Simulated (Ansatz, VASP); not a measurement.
## One calculation of BN, two programs

```
B N
1.0
     0.00000    1.80750    1.80750
     1.80750    0.00000    1.80750
     1.80750    1.80750    0.00000
B N
1 1
Cartesian
  0.0000 0.0000 0.0000
  0.9038 0.9038 0.9038
```

Alike in both runs: task electric field gradients; functional PBEsol; k mesh 14 × 14 × 14; occupations fermi-dirac, width 0.02 eV; no spin polarisation.

```csv
,VASP,Ansatz
version,VASP 6.6.1,Ansatz 0.2.0
potentials or method,"VASP PAW PBE potentials, release 64 (B, N)","plane-wave PAW, scalar-relativistic"
plane-wave cutoff (eV),520,420
valence electrons in the cell,8,8
```

|  | VASP | Ansatz | Ansatz less VASP |
| --- | --- | --- | --- |
| gap on the k mesh at the Fermi level (eV) | 4.28 | 4.29 | +0.013 |
| pressure (GPa) | -2.4 | -2.9 | -0.59 |
| Vzz of the field gradient on the site that differs most (V/Å²) | 0.0 | 0.0 | 0.00 |

Caveats: the PAW data sets were made with another functional, which shifts forces and pressure a little (VASP). A k mesh can miss the band edges.
